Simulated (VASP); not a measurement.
The system is CuO.

```
CELL_PARAMETERS angstrom
2.83633 0.00000 0.00000
-1.41816 2.45633 0.00000
0.00000 0.00000 2.76811
ATOMIC_POSITIONS crystal
Cu 0.00000 0.00000 0.00000
O 0.66667 0.33333 0.50000
```

Measurements of this composition are mostly on another form, of space group No. 15.

```yaml
Program: VASP 6.6.1
Task: relaxation of cell and atoms
Functional: PBE
Potentials_or_basis: VASP PAW PBE potentials, release 64 (Cu, O_h)
Cutoff: 980 eV
k_mesh: 11 × 11 × 10
Occupations: fermi-dirac, width 0.05 eV
Spin: no spin polarisation
```

At the start: pressure -0.0 GPa; volume 9.64 Å³/atom.

Problem. Where does the relaxation end?

Solution. Over 5 steps the energy falls by 9.7 meV/atom and the volume is 9.71 Å³/atom (+0.7 %); space group P-6m2 (No. 187, to 0.05 Å).

The path:
| step | energy change (eV) | largest force (eV/Å) | pressure (GPa) | volume (Å³) |
| --- | --- | --- | --- | --- |
| 1 | 0.0000 | 0.0000 | -0.02 | 19.29 |
| 2 | -0.0166 | 0.0000 | 1.04 | 19.28 |
| 3 | -0.0187 | 0.0000 | 1.38 | 19.27 |
| 4 | -0.0190 | 0.0000 | -0.82 | 19.52 |
| 5 | -0.0193 | 0.0000 | -0.19 | 19.42 |

Final structure:
```xyz
2
Lattice="2.8870 0.0000 0.0000 -1.4435 2.5002 0.0000 0.0000 0.0000 2.6905" Properties=species:S:1:pos:R:3 pbc="T T T"
Cu    0.0000    0.0000    0.0000
O     1.4435    0.8334    1.3452
```

Caveat: an odd number of electrons without spin polarisation forces a metal; a magnetic or distorted state may lie lower; the run has no spin polarisation, though such a crystal can be magnetic.
